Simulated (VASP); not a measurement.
S, 4 atoms in the cell. Symmetry: P4_2/mnm, No. 136, tetragonal system. The conventional cell has a = 5.678 Å, b = 5.678 Å, c = 2.950 Å, α = 90.00°, β = 90.00°, γ = 90.00°. S (site symmetry m2m) is surrounded by 1 S at 1.87 Å. This isn't the form of S at room conditions, which is orthorhombic, of S8 rings.

| Item | Value |
| --- | --- |
| Program | VASP 6.6.1 |
| Task | single point |
| Functional | PBE |
| Potentials or basis | VASP PAW PBE potentials, release 64 (S) |
| Cutoff | 520 eV |
| k mesh | 5 × 5 × 9 |
| Occupations | fermi-dirac, width 0.05 eV |
| Spin | no spin polarisation |
| Further INCAR settings | ALGO = Normal; EDIFF = 1e-07; NBANDS = 20 |

Potentials or basis: VASP PAW PBE potentials, release 64 (S).

Run with:

```bash
$ cat potpaw_PBE.64/S/POTCAR > POTCAR
$ mpirun -np 1 vasp_std > vasp.out
```

Hardware: 1 thread of Intel(R) Xeon(R) 6975P-C (Granite Rapids), with other jobs on the host.

**Question.** How long does it take, and how much memory?

**Answer.** Wall time 28 s on 1 thread of Intel(R) Xeon(R) 6975P-C (Granite Rapids) (shared host), peak memory 0.19 GiB. Counts: scf iterations 15, k points 30.
